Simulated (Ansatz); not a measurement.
A generator proposed this cell of Se.

```cif
data_structure
_symmetry_space_group_name_H-M 'P4/mmm'
_symmetry_Int_Tables_number 123
_cell_length_a 3.5345
_cell_length_b 3.5345
_cell_length_c 2.5651
_cell_angle_alpha 90.000
_cell_angle_beta 90.000
_cell_angle_gamma 90.000
_cell_volume 32.05
loop_
_atom_site_label
_atom_site_type_symbol
_atom_site_symmetry_multiplicity
_atom_site_Wyckoff_symbol
_atom_site_fract_x
_atom_site_fract_y
_atom_site_fract_z
_atom_site_occupancy
Se1 Se 1 a 0.00000 0.00000 0.00000 1
```

Level of theory: Ansatz 0.2.0, DFT PBE, scalar-relativistic, plane waves, PAW. Settings: cutoff 420 eV, Γ-centred mesh 6×6×6 on the computed 1-atom cell, Gaussian smearing of 0.10 eV; no spin polarisation.

Energies count from the standard state of Se at the same level.

**Question.** Estimate its pressure, forces and energy as it stands.

**Answer.** The pressure is -5.9 GPa (the mean over three directions, positive in compression), the largest force is 0.00 eV/Å (symmetry fixes the atoms), and the energy is +0.42 eV/atom against the standard state. The shortest distance is 2.57 Å.

**Question.** How much does it gain on relaxing, and where does it end?

**Answer.** Relaxing gains about 0.24 eV/atom (the start's value is from the coarse mesh, so the gain is rough) in 16 ionic steps and ends at +0.18 eV/atom on the finer mesh. The symmetry goes from P4/mmm (No. 123) to Pm-3m (No. 221). The end has the simple cubic type. The volume per atom shrinks by 29.2 %, from 32.0 to 22.7 Å³. The shortest distance goes from 2.57 Å (Se–Se) to 2.83 Å (Se–Se). Conventional cell: a = 2.830 Å. Around Se lie 6 Se at 2.83 Å.

The last run used an 18×18×22 mesh (in the run's order of axes) for its 1-atom cell and Gaussian smearing of 0.10 eV. The reference form of Se is held partly by dispersion forces, which this level lacks. The relaxation can't lower the symmetry of the start. A structure relaxed within its symmetry needn't be a true minimum.
